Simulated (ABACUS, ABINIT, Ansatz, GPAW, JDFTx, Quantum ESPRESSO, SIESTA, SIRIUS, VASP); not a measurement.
**Nb: programs and potentials compared**

```
CELL_PARAMETERS angstrom
-1.66395 1.66395 1.66395
1.66395 -1.66395 1.66395
1.66395 1.66395 -1.66395
ATOMIC_POSITIONS crystal
Nb 0.00000 0.00000 0.00000
```

Alike in all runs: task single point; functional PBE; k mesh 11 × 11 × 11; occupations fermi-dirac, width 0.05 eV; no spin polarisation; no spin-orbit coupling. Pressure is positive in compression and, in plane waves, holds the error of the finite cutoff, which Ansatz's Pulay term estimates and takes out.

| program and potentials | plane-wave cutoff (eV) | notes | pressure (GPa) |
| --- | --- | --- | --- |
| Ansatz, all-electron LAPW, scalar-relativistic | - | - | -2.00 |
| SIRIUS, PseudoDojo 0.4.1 PBE standard (scalar relativistic) | 1127 | - | -1.90 |
| Ansatz, Ansatz PAW (earlier soft set) | 420 | Pulay term of +0.02 GPa included | -2.01 |
| JDFTx, PseudoDojo-SR-PBE-0.5-standard with smoothed tails | 1116 | - | -1.91 |
| VASP, PBE PAW files Nb_sv, 520 eV | 520 | - | -2.32 |
| GPAW, GPAW PAW data sets (gpaw-data 1.2.1) | 600 | - | -2.73 |
| ABINIT, JTH PAW PBE v2.0 | 435 | - | -2.49 |
| ABACUS, PseudoDojo NC SR 0.4.1 PBE standard, plane waves | 1116 | - | -1.80 |
| JDFTx, PseudoDojo-SR-PBE-0.5-standard | 1116 | - | -1.81 |
| Quantum ESPRESSO, SSSP 1.3 efficiency PBE | 748 | - | -2.11 |
| SIESTA, files PseudoDojo sr-pbe-0.4.1-standard, DZP (energy shift 0.003 Ry; two zetas on semicore shells) | - | atomic basis | -0.71 |

The pressure spans -2.73 (GPAW, GPAW PAW data sets (gpaw-data 1.2.1)) to -0.71 GPa (SIESTA, files PseudoDojo sr-pbe-0.4.1-standard, DZP (energy shift 0.003 Ry; two zetas on semicore shells)), with all-electron results at -2.00. Rows in atomic bases carry the error of their basis and grid, which can be large.

Differences between rows come from potentials, basis sets and numerical settings, since the functional is the same but for its coding. Runs on potential files found faulty are left out.
